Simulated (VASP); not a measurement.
Write the native input for VASP 6.6.1 that does the following.

```yaml
Task: RPA correlation energy
Functional: PBE
Potentials_or_basis: VASP PAW PBE potentials, release 64 (Au_GW)
Cutoff: 450 eV
k_mesh: 8 × 8 × 8
Occupations: gaussian, width 0.05 eV
Spin: no spin polarisation
Cutoff_of_the_response_function: 250
Frequency_points: 12
Further_INCAR_settings: ALGO = ACFDT; EDIFF = 1e-08; NBANDS = 378
```

Crystal: Au.

```
Au
1.0
    -1.62041    1.62041    1.62041
     1.62041   -1.62041    1.62041
     1.62041    1.62041   -1.62041
Au
1
Direct
  0.00000 0.00000 0.00000
```

This isn't the form of Au at room conditions, which is fcc.

These files were run (other wordings do the same):

POSCAR

```
Au
1.0
   -1.6204100000      1.6204100000      1.6204100000
    1.6204100000     -1.6204100000      1.6204100000
    1.6204100000      1.6204100000     -1.6204100000
Au
1
Direct
    0.0000000000      0.0000000000      0.0000000000
```

INCAR.step1

```
  ALGO = Normal
  EDIFF = 1E-8
  ENCUT = 450
  GGA = PE
  ISMEAR = 0
  LASPH = True
  LCHARG = False
  LREAL = False
  LWAVE = True
  NELM = 80
  PREC = Accurate
  SIGMA = 0.05
```

INCAR.step2

```
  AEXX = 1.0
  AGGAC = 0.0
  ALDAC = 0.0
  ALGO = EIGENVAL
  EDIFF = 1E-8
  ENCUT = 450
  GGA = PE
  ISMEAR = 0
  ISTART = 1
  LASPH = True
  LCHARG = False
  LHFCALC = True
  LREAL = False
  LWAVE = False
  NELM = 1
  PREC = Accurate
  PRECFOCK = Fast
  SIGMA = 0.05
```

INCAR.step3

```
  ALGO = Exact
  EDIFF = 1E-8
  ENCUT = 450
  GGA = PE
  ISMEAR = 0
  ISTART = 1
  LASPH = True
  LCHARG = False
  LOPTICS = True
  LREAL = False
  LWAVE = True
  NBANDS = 378
  NELM = 1
  PREC = Accurate
  SIGMA = 0.05
```

INCAR.step4

```
  ALGO = ACFDT
  EDIFF = 1E-8
  ENCUT = 450
  ENCUTGW = 250
  GGA = PE
  ISMEAR = 0
  ISTART = 1
  LASPH = True
  LCHARG = False
  LREAL = False
  LWAVE = False
  NBANDS = 378
  NELM = 80
  NOMEGA = 12
  PREC = Accurate
  PRECFOCK = Fast
  SIGMA = 0.05
```

KPOINTS

```
k-points
0
Gamma
  8 8 8
```

Potentials or basis: VASP PAW PBE potentials, release 64 (Au_GW).

The run is started by

```bash
$ cat potpaw_PBE.64/Au_GW/POTCAR > POTCAR
$ cp INCAR.step1 INCAR
$ mpirun -np 1 vasp_std > vasp.out
$ cp INCAR.step2 INCAR
$ mpirun -np 1 vasp_std > vasp.out
$ cp INCAR.step3 INCAR
$ mpirun -np 1 vasp_std > vasp.out
$ cp INCAR.step4 INCAR
$ mpirun -np 1 vasp_std > vasp.out
```

It gave:

The band gap on the k mesh, mean-field level is none (metal or under the smearing width) and the RPA correlation energy is -16.045 eV/atom. The RPA total energy per cell is -18.672 eV. The RPA correlation energy per cell is -16.045 eV.

Caveat: the ground state has no gap, which makes the many-body step unreliable.

Wall time 44 min on 1 thread of Intel(R) Xeon(R) Platinum 8488C (Sapphire Rapids), on a shared host, peak memory 1.4 GiB.
